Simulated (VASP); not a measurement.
Here is a VASP 6.6.1 calculation.

Contents of INCAR:

```
SYSTEM = H18CO10
PREC = Accurate
ENCUT = 520
EDIFF = 1E-6
ISMEAR = -1
SIGMA = 0.05
LREAL = Auto
LASPH = .True.
NELM = 100
ALGO = Fast
ISIF = 2
LWAVE = .False.
LCHARG = .False.
GGA = PE
NBANDS = 61
```

The input KPOINTS:

```
regular mesh
0
Gamma
  1 1 1
  0 0 0
```

Contents of POSCAR:

```
H18CO10
1.0
    6.7165700000      0.0000000000      0.0000000000
    0.0000000000      6.7165700000      0.0000000000
    0.0000000000      0.0000000000      6.7165700000
O H C
10 18 1
Direct
    0.3256275152      0.2460035405      0.8125278230
    0.0614897187      1.0381936018      0.0970286917
    0.3357517304      0.6591608514      0.3010762934
    0.0781500081      0.5807875151      0.7929344889
    0.7223329765      0.4338821750     -0.0132359225
    0.7376235191      0.7817085209      0.2598796707
    0.4190829545      0.0875297957      0.3118407163
   -0.0118363986      0.1754318052      0.5323997219
    0.6562129182      0.8036989118      0.8723946896
    0.8444637665      0.7769441843      0.5763060610
    0.3185554532      0.0933065538      0.8014358519
    0.4266910045      0.2621278420      0.9315915713
    0.0276033749      0.9533735225     -0.0172409429
   -0.0528096930      1.0368834092      0.1706376916
    0.3766356935      0.5216948532      0.2873192716
    0.1852880265      0.6395824059      0.2892398948
    0.0459162936      0.6470862360      0.6525056688
    0.1937149468      0.5005084440      0.7725073959
    0.7131318515      0.4952081196      0.1217734647
    0.8487218923      0.4971734085     -0.0646014260
    0.8139273468      0.8425580319      0.3728688899
    0.6109219438      0.7455591172      0.2901629850
    0.5464545147      0.1402054918      0.3656181652
    0.3088778945      0.1595010549      0.2429513874
    0.0425514809      0.0805321764      0.4273907664
    0.1187213116      0.2321571874      0.6036861076
    0.7014294499      0.7862197520      1.0508935364
    0.7815894125      1.0553749905      0.7065511117
    0.7674006226      0.8762210474      0.7154991313
```

Potentials or basis: VASP PAW PBE potentials, release 64 (O, H, C).

Launch:

```bash
$ cat potpaw_PBE.64/O/POTCAR potpaw_PBE.64/H/POTCAR potpaw_PBE.64/C/POTCAR > POTCAR
$ mpirun -np 1 vasp_gam > vasp.out
```

Task: What does it give for the pressure?

Result: -2.4 GPa.

Task: Predict the largest force.

Result: 5.392 eV/Å.

Task: Predict the band gap on the k mesh.

Result: 3.44 eV, direct.

Stress tensor (GPa, compression positive):
```
-1.11 -1.28 -1.89
-1.28 -0.69 -0.77
-1.89 -0.77 -5.40
```

Caveat: the standard files for N, O and F lose accuracy on very short bonds.
